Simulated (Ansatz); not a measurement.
## Strain response of Ti

The calculation used DFT PBEsol, scalar-relativistic, plane waves, PAW in Ansatz 0.2.0. (420 eV cutoff, 24×24×12 k-mesh, Gaussian smearing of 0.10 eV, no spin polarisation)

Reference structure (relaxed):

```
Ti
1.0
     2.90044    0.00000    0.00000
    -1.45022    2.51185    0.00000
     0.00000    0.00000    4.59099
Ti
2
Direct
  0.33333 0.66667 0.25000
  0.66667 0.33333 0.75000
```

Deformation: shear that moves c along a by the strain times its height over the a-b plane, the cell held and the atoms relaxed, all within the symmetry that the strain leaves. Energies are extrapolated to zero smearing.

```tsv
strain (%)	ΔE (meV/atom)	a (Å)	b (Å)	c (Å)
+0.0	0.0	2.900	2.900	4.591
+1.0	0.2	2.900	2.900	4.591
+2.0	0.9	2.900	2.900	4.592
+3.0	2.1	2.900	2.900	4.593
+4.0	3.6	2.900	2.900	4.595
+6.0	8.1	2.900	2.900	4.599
```

Q: What stiffness (1/V) d²E/dε² at zero strain does a cubic fit over all points give?

A: A cubic fit gives (1/V) d²E/dε² = 45 GPa at zero strain (the shear constant for this plane and direction).